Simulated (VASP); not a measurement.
Here is a VASP 6.6.1 calculation.

INCAR

```
SYSTEM = Pt
PREC = Accurate
ENCUT = 580
EDIFF = 1E-6
ISMEAR = -1
SIGMA = 0.05
LREAL = .FALSE.
LASPH = .TRUE.
NELM = 100
ALGO = Fast
ISIF = 3
LWAVE = .FALSE.
LCHARG = .FALSE.
GGA = PE
IBRION = 2
NSW = 60
EDIFFG = -0.02
```

File KPOINTS:

```
Automatic mesh
0
G
  12 12 12
  0 0 0
```

File POSCAR:

```
Pt
1.0
    0.0000000000      1.9609000000      1.9609000000
    1.9609000000      0.0000000000      1.9609000000
    1.9609000000      1.9609000000      0.0000000000
Pt
1
Direct
    0.0000000000      0.0000000000      0.0000000000
```

Potentials or basis: VASP PAW PBE potentials, release 64 (Pt).

Command:

```bash
$ cat potpaw_PBE.64/Pt/POTCAR > POTCAR
$ mpirun -np 1 vasp_std > vasp.out
```

**Question.** What does it give for the band gap on the k mesh?

**Answer.** None (metal or under the smearing width).

**Question.** Predict the relaxed cell.

**Answer.** a = 2.806 Å, b = 2.806 Å, c = 2.806 Å, α = 60.00°, β = 60.00°, γ = 60.00°.

Final structure:
```
Pt
1.0
     0.00000    1.98443    1.98443
     1.98443    0.00000    1.98443
     1.98443    1.98443    0.00000
Pt
1
Direct
  0.00000 0.00000 0.00000
```

Spin-orbit coupling is left out, which matters for the levels of Pt. PBE usually gives volumes a little too large and moduli too small.
